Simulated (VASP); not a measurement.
Runs of VASP 6.6.1 on Li2O. The structure is cubic, space group Fm-3m (No. 225). The conventional cell has a = 4.627 Å, b = 4.627 Å, c = 4.627 Å, α = 90.00°, β = 90.00°, γ = 90.00°. Around Li (site symmetry -43m) lie 4 O at 2.00 Å. O (site symmetry m-3m) has 8 Li at 2.00 Å as nearest neighbours. 

```tsv
task	level	potentials or basis	cell	cutoff (eV)	gap on the mesh (eV)	pressure (GPa)	relaxed volume (Å³/atom)
relaxation of cell and atoms	PBE+D3(BJ)	VASP PAW PBE potentials, release 64 (Li_sv, O)	relaxed	600	5.10	0.0	(a)
relaxation of cell and atoms	RPBE	VASP PAW PBE potentials, release 64 (Li_sv, O)	relaxed	600	(b)	0.0	8.59
relaxation of cell and atoms	LDA	VASP PAW LDA potentials, release 64 (Li_sv, O)	relaxed	600	4.95	0.0	7.52
single point	PBEsol	VASP PAW PBE potentials, release 64 (Li_sv, O)	as given	520	4.81	-	-
relaxation of cell and atoms	PBE	VASP PAW PBE potentials, release 64 (Li_sv, O)	relaxed	600	4.97	0.0	(c)
```

Alike in all rows: no spin polarisation; k mesh 8 × 8 × 8; smearing gaussian 0.02 eV.

Problem. Estimate the missing entries.

Solution. (a) 7.69; (b) 5.02; (c) 8.22.

Caveats: the cutoff is under 1.25 times the usual one of these potentials, so pressure, stress and relaxed cells hold a basis-set (Pulay) error; the PAW data sets were made with another functional, which shifts forces and pressure a little (some runs).

A k mesh can miss the band edges.
